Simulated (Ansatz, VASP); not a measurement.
## One calculation of Ge, two programs

File INCAR:

```
SYSTEM = Ge
ALGO     = Normal         ! electronic algorithm
EDIFF    = 1E-6           ! SCF threshold, eV
ENCUT    = 520            ! plane-wave cutoff, eV
GGA      = PE             ! functional
ISIF     = 2              ! what is computed and relaxed
ISMEAR   = -1             ! smearing method
LASPH    = .TRUE.         ! aspherical terms in the spheres
LCHARG   = .TRUE.         ! write CHGCAR
LELF     = .TRUE.         ! ELF
LREAL    = .FALSE.        ! projectors in reciprocal space
LVHAR    = .TRUE.       
LWAVE    = .FALSE.        ! write WAVECAR
NBANDS   = 36             ! bands
NELM     = 80             ! most SCF steps
PREC     = Accurate       ! precision mode
SIGMA    = 0.05           ! smearing width, eV
```

Contents of KPOINTS:

```
k-points
0
G
  8 8 4
  0 0 0
```

POSCAR

```
Ge
1.0
    4.0240606931      0.0000000000      0.0000000000
   -2.0120303466      3.4849387866      0.0000000000
    0.0000000000      0.0000000000      6.6430837134
Ge
4
Direct
    0.3333333333      0.6666666667      0.9370987500
    0.6666666667      0.3333333333      0.4370987500
    0.3333333333      0.6666666667      0.5629012500
    0.6666666667      0.3333333333      0.0629012500
```

File input.yaml:

```yaml
crystal:
  lattice:
    - [4.0240606931, 0.0, 0.0]
    - [-2.0120303466, 3.4849387866, 0.0]
    - [0.0, 0.0, 6.6430837134]
  atoms:
    - { symbol: Ge, position: [0.3333333333, 0.6666666667, 0.93709875] }
    - { symbol: Ge, position: [0.6666666667, 0.3333333333, 0.43709875] }
    - { symbol: Ge, position: [0.3333333333, 0.6666666667, 0.56290125] }
    - { symbol: Ge, position: [0.6666666667, 0.3333333333, 0.06290125] }
kpoints:
  mp_grid: { grid: [8, 8, 4] }
scf:
  occupations: { method: fermi_dirac, width: 0.05 }
hamiltonian:
  xc: pbe
  pseudopotentials: { kind: all_electron, lapw: { basis_error: 0.001 } }
output:
  forces: true
  stress: true
  eigenvalues: true
```

Change from the starting cell: volume scaled by 1.02.

Alike in both runs: task single point; functional PBE; k mesh 8 × 8 × 4; occupations fermi-dirac, width 0.05 eV; no spin polarisation.

|  | VASP | Ansatz |
| --- | --- | --- |
| version | VASP 6.6.1 | Ansatz 0.2.0 |
| potentials or method | VASP PAW PBE potentials, release 64 (Ge_d) | all-electron LAPW, scalar-relativistic |
| plane-wave cutoff (eV) | 520 | see its input |

```csv
,VASP,Ansatz,Ansatz less VASP
gap on the k mesh at the Fermi level (eV),0.20,0.20,0.000
least direct gap on the mesh (eV),0.24,0.24,0.000
pressure (GPa),1.5,1.6,+0.09
largest component of the traceless stress (GPa),0.16,0.17,+0.002
rms of the force components (eV/Å),0.006,0.005,-0.0006
```

Atom by atom the forces differ by 0.001 eV/Å (rms over components). Ansatz ran all-electron here, so the differences hold the error of VASP's frozen core and of both bases.
